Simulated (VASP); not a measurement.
# KBr (Pm-3m) in VASP: further runs

The runs below take KBr through single point, with PBE.

Program: VASP 6.6.1. These are calculated values, not measurements. Logs are shortened: lines on timing, memory, paths and dates and some standing lists are left out, and cuts for length are marked.

### Step 1. The crystal as given

Symmetry: Pm-3m, No. 221, cubic system. Conventional cell: a = 4.043 Å, b = 4.043 Å, c = 4.043 Å, α = 90.00°, β = 90.00°, γ = 90.00°. Br (site symmetry m-3m) has 8 K at 3.50 Å as nearest neighbours. K (site symmetry m-3m) has 8 Br at 3.50 Å as nearest neighbours.

Measurements of this composition are mostly on another form, of space group No. 225.

### Step 2. Single point, PBE

The input, INCAR:

```
  PREC = Accurate
  ENCUT = 550
  EDIFF = 1E-6
  ISMEAR = 0
  SIGMA = 0.05
  LREAL = False
  LASPH = True
  NELM = 100
  ALGO = Normal
  ISIF = 2
  LWAVE = False
  LCHARG = False
  GGA = PE
  NBANDS = 14
  ADDGRID = False
```

The input, KPOINTS:

```
Automatic mesh
0
Gamma
  6 6 6
```

The input, POSCAR:

```
KBr
1.0
    4.0434990000      0.0000000000      0.0000000000
    0.0000000000      4.0434990000      0.0000000000
    0.0000000000      0.0000000000      4.0434990000
Br K
1 1
Direct
    0.5000000000      0.5000000000      0.5000000000
    0.0000000000      0.0000000000      0.0000000000
```

Potentials or basis: VASP PAW PBE potentials, release 64 (Br, K_pv).

Started as:

```bash
> cat potpaw_PBE.64/Br/POTCAR potpaw_PBE.64/K_pv/POTCAR > POTCAR
> mpirun -np 1 vasp_std > vasp.out
```

OUTCAR:

```text
PREC = Accurate
   ENCUT = 550
   EDIFF = 1E-6
   ISMEAR = 0
   LREAL = False
   LASPH = True
   NELM = 100
   ISIF = 2
   GGA = PE

 Found     20 irreducible k-points:

 Following reciprocal coordinates:
            Coordinates               Weight
  0.000000  0.000000  0.000000      1.000000
  0.166667  0.000000  0.000000      6.000000
  0.333333  0.000000  0.000000      6.000000
  0.500000  0.000000  0.000000      3.000000
  0.166667  0.166667  0.000000     12.000000
  0.333333  0.166667  0.000000     24.000000
   k-points           NKPTS =     20   k-points in BZ     NKDIM =     20   number of bands    NBANDS=     14
   number of dos      NEDOS =    301   number of ions     NIONS =      2
   total plane-waves  NPLWV =  32768
   dimension x,y,z NGX =    32 NGY =   32 NGZ =   32
   dimension x,y,z NGXF=    64 NGYF=   64 NGZF=   64
   ions per type =               1   1
   NGX,Y,Z   is equivalent  to a cutoff of  13.16, 13.16, 13.16 a.u.
   NGXF,Y,Z  is equivalent  to a cutoff of  26.31, 26.31, 26.31 a.u.
 SYSTEM =  unknown system
   PREC   = accura    normal or accurate (medium, high low for compatibility)
   ISTART =      0    job   : 0-new  1-cont  2-samecut
   ICHARG =      2    charge: 1-file 2-atom 10-const
   ISPIN  =      1    spin polarized calculation?
   LNONCOLLINEAR =      F non collinear calculations
   LSORBIT =      F    spin-orbit coupling
   LASPH  =      T    aspherical Exc in radial PAW
   ENCUT  =  550.0 eV  40.42 Ry    6.36 a.u.   7.73  7.73  7.73*2*pi/ulx,y,z
   NELM   =    100;   NELMIN=  2; NELMDL= -5     # of ELM steps
   EDIFF  = 0.1E-05   stopping-criterion for ELM
   LREAL  =      F    real-space projection
   EDIFFG = 0.1E-04   stopping-criterion for IOM
   NSW    =      0    number of steps for IOM
   IBRION =     -1    ionic relax: 0-MD 1-quasi-New 2-CG
   NFREE  =      0    steps in history (QN), initial steepest desc. (CG)
   ISIF   =      2    stress and relaxation
   ISYM   =      2    0-nonsym 1-usesym 2-fastsym
   POTIM  = 0.5000    time-step for ionic-motion
   TEBEG  =    0.0;   TEEND  =   0.0 temperature during run
   PSTRESS=    0.0 pullay stress
   NELECT =      14.0000    total number of electrons
   NUPDOWN=      -1.0000    fix difference up-down
   EMIN   =  10.00;   EMAX   =-10.00  energy-range for DOS
   EFERMI =   0.00;   METHOD = LEGACY
   ISMEAR =     0;   SIGMA  =   0.05  broadening in eV -4-tet -1-fermi 0-gaus
   EFERMI_NEDOS =   21; number of points for ismear=-14 and -15
   IALGO  =     38    algorithm
   IMIX   =      4    mixing-type and parameters
     AMIX     =   0.40;   BMIX     =  1.00
     AMIX_MAG =   1.60;   BMIX_MAG =  1.00
  volume/ion in A,a.u.               =      33.06       223.07
  Fermi-wavevector in a.u.,A,eV,Ry     =   0.975799  1.843992 12.955234  0.952183
  Thomas-Fermi vector in A             =   2.106367
   LORBIT       =      0    0 simple, 1 ext, 2 COOP (PROOUT), +10 PAW based schemes
   GGA     = PE    functional components
   LHFCALC =     F    Hartree Fock is set to
   AEXX    =    0.0000 exact exchange contribution
   IVDW    =     0    specifies the selected vdW correction
   LEPSILON=     F    determine dielectric tensor
   LRPA    =     F    only Hartree local field effects (RPA)
 non-spin polarized calculation
 Gauss-broadening in eV      SIGMA  =   0.05
  energy-cutoff  :      550.00
  volume of cell :       66.11
 maximum number of plane-waves:      1956
 NGX is ok and might be reduce to    32
   NGX = 15   NGY = 15   NGZ = 15

 number of electron      14.0000001 magnetization

 Free energy of the ion-electron system (eV)
  ---------------------------------------------------
  ext. energy  EPLUGINS =         0.00000000
  ---------------------------------------------------
  free energy    TOTEN  =        -6.04172029 eV

  energy without entropy =       -6.04172029  energy(sigma->0) =       -6.04172029

 E-fermi :  -1.6876     XC(G=0):  -7.7942

 val. band max:       -1.9577940377   @ k =   0.5000   0.5000   0.0000
 cond. band min:       1.8992246621   @ k =   0.0000   0.0000   0.0000
 fundamental gap:      3.8570186998
 Fermi energy:        -1.6875554249

 k-point     1 :       0.0000    0.0000    0.0000
  band No.  band energies     occupation
      1     -14.7402      2.00000
      2     -14.0390      2.00000
      3     -14.0390      2.00000
      4     -14.0390      2.00000
      5      -2.2193      2.00000
      6      -2.2193      2.00000
      7      -2.2193      2.00000
      8       1.8992      0.00000
      9       3.8931      0.00000
     10       3.8931      0.00000
     11       7.8467      0.00000
     12       7.8467      0.00000
     13       7.8467      0.00000
     14      10.5883      0.00000

 k-point     2 :       0.1667    0.0000    0.0000
  band No.  band energies     occupation
      1     -14.7862      2.00000
      2     -14.0343      2.00000
      3     -14.0343      2.00000
      4     -13.9871      2.00000
      5      -2.7603      2.00000
      6      -2.2119      2.00000
      7      -2.2119      2.00000
      8       2.5200      0.00000
      9       4.1058      0.00000
     10       4.4486      0.00000
     11       7.7558      0.00000
     12       7.7558      0.00000
     13       7.9741      0.00000
     14       9.5470      0.00000

 k-point     3 :       0.3333    0.0000    0.0000
  band No.  band energies     occupation
      1     -14.8706      2.00000
      2     -14.0247      2.00000
      3     -14.0247      2.00000
      4     -13.8875      2.00000
      5      -3.5708      2.00000
      6      -2.1977      2.00000
      7      -2.1977      2.00000
      8       3.7019      0.00000
      9       4.6980      0.00000
     10       5.4885      0.00000
     11       7.7191      0.00000
     12       7.7191      0.00000
     13       7.9097      0.00000
     14       8.2729      0.00000

 k-point     4 :       0.5000    0.0000    0.0000
  band No.  band energies     occupation
      1     -14.9100      2.00000
      2     -14.0199      2.00000
      3     -14.0199      2.00000
      4     -13.8387      2.00000
      5      -3.9040      2.00000
      6      -2.1909      2.00000
      7      -2.1909      2.00000
      8       4.5313      0.00000
      9       5.2326      0.00000
     10       5.6990      0.00000
     11       6.9835      0.00000
     12       7.8434      0.00000
     13       7.8434      0.00000
     14       8.4579      0.00000

 k-point     5 :       0.1667    0.1667    0.0000
  band No.  band energies     occupation
      1     -14.7931      2.00000
      2     -14.0743      2.00000
      3     -14.0298      2.00000
      4     -13.9371      2.00000
      5      -2.8238      2.00000
      6      -2.5737      2.00000
      7      -2.1929      2.00000
      8       3.0273      0.00000
      9       4.4147      0.00000
     10       4.7975      0.00000
     11       7.3002      0.00000
     12       7.5185      0.00000
     13       8.3124      0.00000
     14       9.5282      0.00000

 k-point     6 :       0.3333    0.1667    0.0000
  band No.  band energies     occupation
      1     -14.8187      2.00000
      2     -14.0771      2.00000
      3     -14.0207      2.00000
      4     -13.9000      2.00000
      5      -3.4702      2.00000
      6      -2.5711      2.00000
      7      -2.1547      2.00000
      8       3.9696      0.00000
      9       4.7547      0.00000
     10       5.6932      0.00000
     11       7.0519      0.00000
     12       7.2430      0.00000
     13       7.9567      0.00000
     14       8.5681      0.00000

 [... further k-points ...]

------------------------ aborting loop because EDIFF is reached ----------------------------------------

  FORCE on cell =-STRESS in cart. coord.  units (eV):
  Direction    XX          YY          ZZ          XY          YZ          ZX
  --------------------------------------------------------------------------------------
  -------------------------------------------------------------------------------------
  Total        0.0543183      0.0543183      0.0543183      0.0000000      0.0000000     -0.0000000
  in kB        1.3163900      1.3163900      1.3163900      0.0000000      0.0000000     -0.0000000
  external PRESSURE =       1.3163900 kB  Pullay stress =       0.0000000 kB

 VOLUME and BASIS-vectors are now :
 -----------------------------------------------------------------------------
  energy-cutoff  :      550.00
  volume of cell :       66.11
      direct lattice vectors                 reciprocal lattice vectors
     4.043499000  0.000000000  0.000000000     0.247310559  0.000000000  0.000000000
     0.000000000  4.043499000  0.000000000     0.000000000  0.247310559  0.000000000
     0.000000000  0.000000000  4.043499000     0.000000000  0.000000000  0.247310559

 POSITION                                       TOTAL-FORCE (eV/Angst)
 -----------------------------------------------------------------------------------
      2.02175      2.02175      2.02175         0.000000      0.000000      0.000000
      0.00000      0.00000      0.00000         0.000000      0.000000      0.000000
 -----------------------------------------------------------------------------------
    total drift:                                0.000000      0.000000     -0.000000

  FREE ENERGIE OF THE ION-ELECTRON SYSTEM (eV)
  ---------------------------------------------------
  free  energy   TOTEN  =        -6.0417202888 eV

  energy  without entropy=       -6.0417202888  energy(sigma->0) =       -6.04172029
```

Run time: 7.1 s. Hardware: 1 thread of Intel Xeon Platinum 8488C (Sapphire Rapids), shared host; peak memory 0.19 GiB.

These settings aren't checked as converged: the numbers below hold their error.

Results:

```
Free energy            : -6.0417 eV
Pressure               : 0.1 GPa
Band gap on the k mesh : 3.86 eV, indirect (least direct gap 4.12 eV)
```

### Step 3. Single point, PBE

INCAR: that of step 2 with these lines changed.

```diff
@@ -1,3 +1,3 @@
   PREC = Accurate
-  ENCUT = 550
+  ENCUT = 450
   EDIFF = 1E-6
```

The input, KPOINTS:

```
Automatic mesh
0
Gamma
  7 7 7
```

POSCAR is that of step 2.

Potentials or basis: VASP PAW PBE potentials, release 64 (Br, K_pv).

Started as:

```bash
> cat potpaw_PBE.64/Br/POTCAR potpaw_PBE.64/K_pv/POTCAR > POTCAR
> mpirun -np 1 vasp_std > vasp.out
```

OUTCAR:

```text
PREC = Accurate
   ENCUT = 450
   EDIFF = 1E-6
   ISMEAR = 0
   LREAL = False
   LASPH = True
   NELM = 100
   ISIF = 2
   GGA = PE

 Found     20 irreducible k-points:

 Following reciprocal coordinates:
            Coordinates               Weight
  0.000000  0.000000  0.000000      1.000000
  0.142857  0.000000  0.000000      6.000000
  0.285714  0.000000  0.000000      6.000000
  0.428571  0.000000  0.000000      6.000000
  0.142857  0.142857  0.000000     12.000000
[... 181 lines left out ...]

  FORCE on cell =-STRESS in cart. coord.  units (eV):
  Direction    XX          YY          ZZ          XY          YZ          ZX
  --------------------------------------------------------------------------------------
  -------------------------------------------------------------------------------------
  Total        0.0456995      0.0456995      0.0456995      0.0000000     -0.0000000      0.0000000
  in kB        1.1075157      1.1075157      1.1075157      0.0000000     -0.0000000      0.0000000
  external PRESSURE =       1.1075157 kB  Pullay stress =       0.0000000 kB

 VOLUME and BASIS-vectors are now :
 -----------------------------------------------------------------------------
  energy-cutoff  :      450.00
  volume of cell :       66.11
      direct lattice vectors                 reciprocal lattice vectors
     4.043499000  0.000000000  0.000000000     0.247310559  0.000000000  0.000000000
     0.000000000  4.043499000  0.000000000     0.000000000  0.247310559  0.000000000
     0.000000000  0.000000000  4.043499000     0.000000000  0.000000000  0.247310559

 POSITION                                       TOTAL-FORCE (eV/Angst)
 -----------------------------------------------------------------------------------
      2.02175      2.02175      2.02175         0.000000      0.000000      0.000000
      0.00000      0.00000      0.00000         0.000000      0.000000      0.000000
 -----------------------------------------------------------------------------------
    total drift:                               -0.000000      0.000000      0.000000

  FREE ENERGIE OF THE ION-ELECTRON SYSTEM (eV)
  ---------------------------------------------------
  free  energy   TOTEN  =        -6.0416916585 eV

  energy  without entropy=       -6.0416916585  energy(sigma->0) =       -6.04169166
```

OSZICAR:

```text
N       E                     dE             d eps       ncg     rms          rms(c)
DAV:   1     0.711302212717E+02    0.71130E+02   -0.55075E+03   584   0.760E+02
DAV:   2    -0.144659211563E+01   -0.72577E+02   -0.68754E+02   686   0.174E+02
DAV:   3    -0.620397673150E+01   -0.47574E+01   -0.47407E+01   746   0.392E+01
DAV:   4    -0.624012464761E+01   -0.36148E-01   -0.36146E-01   608   0.399E+00
DAV:   5    -0.624032857014E+01   -0.20392E-03   -0.20392E-03   770   0.331E-01    0.226E+00
DAV:   6    -0.606487161426E+01    0.17546E+00   -0.20681E-01   650   0.241E+00    0.159E+00
DAV:   7    -0.603853066448E+01    0.26341E-01   -0.98897E-02   680   0.199E+00    0.844E-01
DAV:   8    -0.604151954562E+01   -0.29889E-02   -0.90991E-03   632   0.726E-01    0.136E-01
DAV:   9    -0.604155211569E+01   -0.32570E-04   -0.52838E-04   680   0.159E-01    0.681E-02
DAV:  10    -0.604169207860E+01   -0.13996E-03   -0.20177E-04   584   0.103E-01    0.124E-02
DAV:  11    -0.604169165850E+01    0.42011E-06   -0.94882E-07   708   0.757E-03
   1 F= -.60416917E+01 E0= -.60416917E+01  d E =-.204255E-10
```

Run time: 6.6 s. Hardware: 1 thread of Intel Xeon Platinum 8488C (Sapphire Rapids), shared host; peak memory 0.16 GiB.

The run converged, but some of its settings lie outside the range that counts as converged, so its numbers aren't taken as properties of the crystal.

Results:

- Free energy: -6.0417 eV
- Pressure: 0.1 GPa
- Band gap on the k mesh: 3.88 eV, indirect (least direct gap 4.12 eV)

Caveat: an odd mesh through Γ misses points on the zone boundary, where band edges often lie.

### Step 4. Single point, PBE

INCAR: that of step 3 with these lines changed.

```diff
@@ -3,3 +3,3 @@
   EDIFF = 1E-6
-  ISMEAR = 0
+  ISMEAR = -5
   SIGMA = 0.05
```

KPOINTS is that of step 3.

POSCAR is that of step 3.

Started as:

```bash
> cat potpaw_PBE.64/Br/POTCAR potpaw_PBE.64/K_pv/POTCAR > POTCAR
> mpirun -np 1 vasp_std > vasp.out
```

Wall time 6.5 s (1 thread of Intel Xeon Platinum 8488C (Sapphire Rapids), shared host); peak memory 0.16 GiB.

The run converged, but some of its settings lie outside the range that counts as converged, so its numbers aren't taken as properties of the crystal.

What came out:

* Free energy: -6.0417 eV
* Pressure: 0.1 GPa
* Band gap on the k mesh: 3.88 eV, indirect (least direct gap 4.12 eV)

Caveat: an odd mesh through Γ misses points on the zone boundary, where band edges often lie.

### Step 5. Single point, PBE

INCAR: that of step 4 with these lines changed.

```diff
@@ -1,5 +1,5 @@
   PREC = Accurate
-  ENCUT = 450
+  ENCUT = 900
   EDIFF = 1E-6
-  ISMEAR = -5
+  ISMEAR = 0
   SIGMA = 0.05
```

The input, KPOINTS:

```
Automatic mesh
0
Gamma
  5 5 5
```

POSCAR is that of step 4.

Potentials or basis: VASP PAW PBE potentials, release 64 (Br, K_pv).

Started as:

```bash
> cat potpaw_PBE.64/Br/POTCAR potpaw_PBE.64/K_pv/POTCAR > POTCAR
> mpirun -np 1 vasp_std > vasp.out
```

OUTCAR:

```text
PREC = Accurate
   ENCUT = 900
   EDIFF = 1E-6
   ISMEAR = 0
   LREAL = False
   LASPH = True
   NELM = 100
   ISIF = 2
   GGA = PE

 Found     10 irreducible k-points:

 Following reciprocal coordinates:
            Coordinates               Weight
  0.000000  0.000000  0.000000      1.000000
  0.200000  0.000000  0.000000      6.000000
  0.400000  0.000000  0.000000      6.000000
  0.200000  0.200000  0.000000     12.000000
  0.400000  0.200000  0.000000     24.000000
  0.400000  0.400000  0.000000     12.000000
   k-points           NKPTS =     10   k-points in BZ     NKDIM =     10   number of bands    NBANDS=     14
   number of dos      NEDOS =    301   number of ions     NIONS =      2
   total plane-waves  NPLWV =  64000
   dimension x,y,z NGX =    40 NGY =   40 NGZ =   40
   dimension x,y,z NGXF=    80 NGYF=   80 NGZF=   80
   ions per type =               1   1
   NGX,Y,Z   is equivalent  to a cutoff of  16.45, 16.45, 16.45 a.u.
   NGXF,Y,Z  is equivalent  to a cutoff of  32.89, 32.89, 32.89 a.u.
 SYSTEM =  unknown system
   PREC   = accura    normal or accurate (medium, high low for compatibility)
   ISTART =      0    job   : 0-new  1-cont  2-samecut
   ICHARG =      2    charge: 1-file 2-atom 10-const
   ISPIN  =      1    spin polarized calculation?
   LNONCOLLINEAR =      F non collinear calculations
   LSORBIT =      F    spin-orbit coupling
[... 72 lines left out ...]
     11       7.8466      0.00000
     12       7.8466      0.00000
     13       7.8466      0.00000
     14      10.5884      0.00000
[... 71 lines left out ...]
      1     -14.6075      2.00000
      2     -14.1668      2.00000
      3     -14.0636      2.00000
      4     -14.0084      2.00000
      5      -3.3512      2.00000
      6      -3.2600      2.00000
      7      -2.0022      2.00000
      8       3.5760      0.00000
      9       4.6084      0.00000
     10       6.2535      0.00000
     11       6.4716      0.00000
     12       7.5452      0.00000
     13       7.6129      0.00000
     14       9.3547      0.00000

 [... further k-points ...]

------------------------ aborting loop because EDIFF is reached ----------------------------------------

  FORCE on cell =-STRESS in cart. coord.  units (eV):
  Direction    XX          YY          ZZ          XY          YZ          ZX
  --------------------------------------------------------------------------------------
  -------------------------------------------------------------------------------------
  Total        0.0572264      0.0572264      0.0572264      0.0000000      0.0000000      0.0000000
  in kB        1.3868675      1.3868675      1.3868675      0.0000000      0.0000000      0.0000000
  external PRESSURE =       1.3868675 kB  Pullay stress =       0.0000000 kB

 VOLUME and BASIS-vectors are now :
 -----------------------------------------------------------------------------
  energy-cutoff  :      900.00
  volume of cell :       66.11
      direct lattice vectors                 reciprocal lattice vectors
     4.043499000  0.000000000  0.000000000     0.247310559  0.000000000  0.000000000
     0.000000000  4.043499000  0.000000000     0.000000000  0.247310559  0.000000000
     0.000000000  0.000000000  4.043499000     0.000000000  0.000000000  0.247310559

 POSITION                                       TOTAL-FORCE (eV/Angst)
 -----------------------------------------------------------------------------------
      2.02175      2.02175      2.02175         0.000000      0.000000      0.000000
      0.00000      0.00000      0.00000         0.000000      0.000000      0.000000
 -----------------------------------------------------------------------------------
    total drift:                                0.000000      0.000000     -0.000000

  FREE ENERGIE OF THE ION-ELECTRON SYSTEM (eV)
  ---------------------------------------------------
  free  energy   TOTEN  =        -6.0411023197 eV

  energy  without entropy=       -6.0411023197  energy(sigma->0) =       -6.04110232
```

stdout:

```text
POSCAR found type information on POSCAR BrK
 POSCAR found :  2 types and       2 ions
 scaLAPACK will be used
 LDA part: xc-table for (Slater+PW92), standard interpolation
 POSCAR, INCAR and KPOINTS ok, starting setup
 FFT: planning ... GRIDC
 FFT: planning ... GRID_SOFT
 FFT: planning ... GRID
 WAVECAR not read
 entering main loop
```

Wall time 10 s (1 thread of Intel Xeon Platinum 8488C (Sapphire Rapids), shared host); peak memory 0.25 GiB.

The run converged, but some of its settings lie outside the range that counts as converged, so its numbers aren't taken as properties of the crystal.

What came out:

| Property | Result |
| --- | --- |
| Free energy | -6.0411 eV |
| Pressure | 0.1 GPa |
| Band gap on the k mesh | 3.90 eV, indirect (least direct gap 4.12 eV) |

Caveat: an odd mesh through Γ misses points on the zone boundary, where band edges often lie.
